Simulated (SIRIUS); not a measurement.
Ta:

```
Ta
1.0
     2.90037    0.00000    0.00000
    -1.45019    2.51180    0.00000
     0.00000    0.00000    5.16627
Ta
2
Direct
  0.33333 0.66667 0.25000
  0.66667 0.33333 0.75000
```

This isn't the form of Ta at room conditions, which is bcc.

| Quantity | Value |
| --- | --- |
| Program | SIRIUS 7.10.0 |
| Task | relaxation of cell and atoms |
| Functional | PBEsol |
| Dispersion | D3(BJ) |
| Potentials or basis | PseudoDojo 0.4.1 PBE standard (scalar relativistic) |
| Cutoff | 807 eV |
| Density cutoff | 3227 eV |
| k mesh | 6 × 6 × 3 |
| Occupations | fermi-dirac, width 0.05 eV |
| Spin | no spin polarisation |

At the start: pressure -13.1 GPa; volume 18.82 Å³/atom.

Task: How do energy, volume and symmetry change on relaxing?

Result: Over 7 steps the energy falls by 58.2 meV/atom and the volume is 17.49 Å³/atom (-7.0 %); space group P6_3/mmc (No. 194, to 0.05 Å).

The path:
| step | energy change (eV) | largest force (eV/Å) | pressure (GPa) | volume (Å³) |
| --- | --- | --- | --- | --- |
| 1 | 0.0000 | 0.0000 | -13.09 | 37.64 |
| 2 | -0.0796 | 0.0000 | -7.64 | 36.42 |
| 3 | -0.1156 | 0.0000 | 0.48 | 34.89 |
| 4 | -0.1159 | 0.0000 | 0.04 | 34.96 |
| 5 | -0.1161 | 0.0000 | -0.20 | 35.01 |
| 6 | -0.1164 | 0.0000 | -0.23 | 35.01 |
| 7 | -0.1164 | 0.0000 | -0.08 | 34.99 |

Final structure:
```
CELL_PARAMETERS angstrom
2.82092 0.00000 0.00000
-1.41046 2.44299 0.00000
0.00000 0.00000 5.07680
ATOMIC_POSITIONS crystal
Ta 0.33333 0.66667 0.25000
Ta 0.66667 0.33333 0.75000
```

Caveat: the k mesh is coarse (spacing up to 0.42 Å⁻¹), so the values aren't converged; the potentials were made for another functional, which shifts forces and pressure; pairwise dispersion overbinds metals, which lowers pressure and volume.
